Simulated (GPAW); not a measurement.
A run of GPAW 26.7.0 is set up as follows.

Contents of run.py:

```python
import numpy as np
from ase.dft.bandgap import bandgap
from ase.io import read, write
from ase.units import GPa
from gpaw import GPAW, PW, setup_paths
from gpaw.spinorbit import soc_eigenstates

setup_paths.insert(0, '.')

atoms = read('GaN.xyz')

calc = GPAW(mode=PW(800),
            xc='PBEsol',
            kpts={'size': (10, 10, 10), 'gamma': True},
            occupations={'name': 'fermi-dirac', 'width': 0.05},
            nbands=11,
            convergence={'density': 1e-05, 'energy': 1e-05},
            maxiter=150,
            txt='gpaw.txt')
atoms.calc = calc
energy = atoms.get_potential_energy()
forces = atoms.get_forces()
stress = atoms.get_stress()
calc.write('gs.gpw')
write('result.traj', atoms)
print(f'Energy: {energy:.6f} eV')
print('Forces (eV/A):')
print(forces.round(4))
print('Stress (GPa):', (stress / GPa).round(3))
print('Fermi level:', round(calc.get_fermi_level(), 4), 'eV')
print(f'Gap: {bandgap(calc)[0]:.4f} eV, direct: {bandgap(calc, direct=True)[0]:.4f} eV')

path = atoms.cell.bandpath('GXWKGLUWLK,UX', npoints=80, eps=1e-4)
bs_calc = calc.fixed_density(kpts=path, symmetry='off', nbands=19,
                             convergence={'bands': 'CBM+6.0', 'eigenstates': 1e-6}, txt='bands.txt')
bs = bs_calc.band_structure()
bs.write('bs.json')
print(f'Gap on the path: {bandgap(bs_calc)[0]:.4f} eV')

soc = soc_eigenstates(bs_calc, theta=54.7, phi=45)
np.savetxt('soc_bands.dat', soc.eigenvalues(), fmt='%.4f')
mesh = soc_eigenstates('gs.gpw', theta=54.7, phi=45)
np.savetxt('soc_mesh.dat', mesh.eigenvalues(), fmt='%.4f')
print('Fermi level with spin-orbit coupling:', round(mesh.fermi_level, 4), 'eV')
```

GaN.xyz

```xyz
2
Lattice="0.0000000000 2.2535006075 2.2535006075 2.2535006075 0.0000000000 2.2535006075 2.2535006075 2.2535006075 0.0000000000" Properties=species:S:1:pos:R:3 pbc="T T T"
Ga     0.0000000000      0.0000000000      0.0000000000
N      1.1267503038      1.1267503038      1.1267503038
```

Potentials or basis: PAW data sets generated in the run's folder for this functional, pw.

Command:

```bash
$ gpaw-setup -f PBEsol Ga N
$ OMP_NUM_THREADS=1 python run.py
```

Question: What does it give for the pressure?

Answer: 6.7 GPa.

Question: What does it give for the band gap on the k mesh?

Answer: 1.78 eV, direct.

Question: Estimate the band gap along the path.

Answer: 1.78 eV, direct.

Levels at the corners of the path, in eV from the valence-band top:
```
point  band 5  band 6  band 7  band 8  band 9  band 10  band 11  band 12
    Γ    0.00    0.00    0.00    0.00    1.78     1.78    10.07    10.07
    X   -2.71   -2.71   -2.67   -2.67    3.26     3.26     6.66     6.66
    W   -3.83   -3.82   -3.66   -3.60    6.19     6.20     8.48     8.49
    K   -4.35   -4.30   -2.17   -2.17    4.94     4.94     7.92     7.92
    Γ    0.00    0.00    0.00    0.00    1.78     1.78    10.07    10.07
    L   -0.99   -0.99   -0.95   -0.95    4.66     4.66     8.72     8.72
    U   -4.35   -4.30   -2.17   -2.17    4.94     4.94     7.92     7.92
    W   -3.83   -3.82   -3.66   -3.60    6.19     6.20     8.48     8.49
    L   -0.99   -0.99   -0.95   -0.95    4.66     4.66     8.72     8.72
    K   -4.35   -4.30   -2.17   -2.17    4.94     4.94     7.92     7.92
    U   -4.35   -4.30   -2.17   -2.17    4.94     4.94     7.92     7.92
    X   -2.71   -2.71   -2.67   -2.67    3.26     3.26     6.66     6.66
```

Caveat: spin-orbit coupling was added after a scalar SCF, so levels and gaps hold it while energy, forces, pressure and moments don't; this program's spin-orbit splittings come out too wide for heavy elements.

**The experiment to reproduce.**

From a printed reference work, textbook, for a bulk crystal of GaN at 0 K: band gap 3.299 eV (direct).

Measured gap of GaN: 3.299 eV (direct; 0 K; a printed reference work, textbook). This calculation gives 1.78 eV (-1.51 eV). The value is that of PBEsol, without temperature or zero-point motion. Semilocal functionals fall short of measured gaps as a rule. The cell is a database's relaxed one, not the measured one, which moves gaps too.
